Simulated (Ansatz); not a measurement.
Space group P6_3mc (No. 186). a = 3.134 Å, b = 3.134 Å, c = 6.087 Å, α = 90.00°, β = 90.00°, γ = 120.00°
```
atom site symmetry x y z
  Ta    2b       3m.  0.3333  0.6667  0.0313
   N    2b       3m.  0.3333  0.6667  0.3537
```

Equation of state of this TaN structure (not necessarily the ground state), with shape and atoms relaxed at each volume where symmetry leaves them free. It has no gap at any of these volumes. Computed with DFT r2SCAN, scalar-relativistic, plane waves, PAW in Ansatz 0.2.0.

Plane waves to 500 eV, a k mesh through Γ of 18×18×8 on the computed 4-atom cell and Gaussian smearing (0.10 eV); no spin polarisation.

```csv
V (Å³/atom),E − E(largest V) (meV/atom),P (GPa)
11.394,93.18,41.26
11.782,8.93,28.62
12.171,-46.80,17.67
12.559,-77.84,8.20
12.948,-87.52,0.00
13.336,-78.73,-7.08
13.724,-53.99,-13.18
14.242,0.00,-19.99
```

Fit a third-order Birch–Murnaghan equation to E(V).

V0 = 12.95 Å³/atom, B0 = 253 GPa, B0' = 3.8.

Spin-orbit coupling is left out, which matters for the bands of heavy elements.

This wurtzite form isn't the usual stable structure of the compound.